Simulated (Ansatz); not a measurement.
# Eu: the cost of one run

Computed with Ansatz 0.2.0 (DFT PBE, scalar-relativistic, plane waves, PAW, unless a step's input says otherwise).

## Step 1: The starting structure

Symmetry: Im-3m, No. 229, cubic system. The conventional cell has a = 4.606 Å, b = 4.606 Å, c = 4.606 Å, α = 90.00°, β = 90.00°, γ = 90.00°. Eu (site symmetry m-3m) is surrounded by 8 Eu at 3.99 Å.

As a file:

```cif
data_structure
_symmetry_space_group_name_H-M 'P 1'
_symmetry_Int_Tables_number 1
_cell_length_a 3.9889
_cell_length_b 3.9889
_cell_length_c 3.9889
_cell_angle_alpha 109.471
_cell_angle_beta 109.471
_cell_angle_gamma 109.471
_cell_volume 48.86
loop_
_atom_site_label
_atom_site_type_symbol
_atom_site_fract_x
_atom_site_fract_y
_atom_site_fract_z
_atom_site_occupancy
Eu1 Eu 0.00000 0.00000 0.00000 1
```

The moments start at Eu 7.00 μB.

## Step 2: First run, at the start cell

File input.yaml:

```yaml
crystal:
  lattice:
    - [-2.303, 2.303, 2.303]
    - [2.303, -2.303, 2.303]
    - [2.303, 2.303, -2.303]
  atoms:
    - { symbol: Eu, position: [0.0, 0.0, 0.0], spin: 7.0 }
basis:
  ecutwfc: 420
  ecutrho_ratio: 4
kpoints:
  mp_grid: { grid: [14, 14, 14] }
hamiltonian:
  xc: pbe
scf:
  occupations: { method: gaussian, width: 0.05 }
output:
  forces: true
  stress: true
  eigenvalues: true
  populations: true
magnetization:
  spin_polarized: true
```

Launch:

```
> ansatz run input.yaml --threads 1 --pin off --max-ram 2560MiB --backend cpu --events-out ev --progress --plain --runs-dir out
```

**Question.** How long does this run take on 1 thread of Arm Neoverse V1, shared host, and how much memory does it need?

About 17 s, with a peak of 0.42 GiB.
